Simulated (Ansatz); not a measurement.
InN (zinc blende)

```xyz
2
Lattice="0.0000 2.5245 2.5245 2.5245 0.0000 2.5245 2.5245 2.5245 0.0000" Properties=species:S:1:pos:R:3 pbc="T T T"
N      3.7867     3.7867     3.7867
In     0.0000     0.0000     0.0000
```

In each cell atom 2 (In, nearest neighbour N at 2.186 Å; its periodic images, 3.6 Å or more away, move with it) moves by s·(1.000, 0.000, 0.000) (along Cartesian x), the rest being held.

All values below come from PBE (plane waves to 420 eV, PAW, scalar-relativistic; Ansatz, a first-principles code). k mesh 9×9×9 (Γ-centred), Fermi-Dirac smearing 0.05 eV. The energy includes the smearing's −TS. With partly filled bands, energies and forces of such displacements shift with the k mesh and the smearing. At this level the bands of InN touch or barely overlap; measurements give the solid a gap. InN was relaxed with its symmetry unable to fall. The zero of ΔE is the undisplaced structure. The last digit holds for this mesh only.

```
s (Å)   ΔE (meV/cell)
------  -------------
-0.220          202.1
-0.176          130.7
-0.132           74.1
-0.088       withheld
-0.044            8.3
0.000             0.0
0.044             8.3
0.088        withheld
0.132            74.1
0.176           130.7
0.220           202.1
```

Task: Fit an even polynomial form (powers 2, 4) to the given rows and predict ΔE at s = 0.088.

Result: Least squares on the 9 given rows: ΔE = (4297)·s² + (-2498)·s⁴, in meV/cell with s in Å; root-mean-square residual 0.01 meV/cell. At 0.088 the fit gives 33.1 meV/cell; the calculation gives 33.1 meV/cell, the same to the digits shown. The quadratic term alone would give 33.3 meV/cell.

(For displaced atoms, the force is minus the slope of the energy, and its curvature is a force constant, which sets phonon frequencies.)
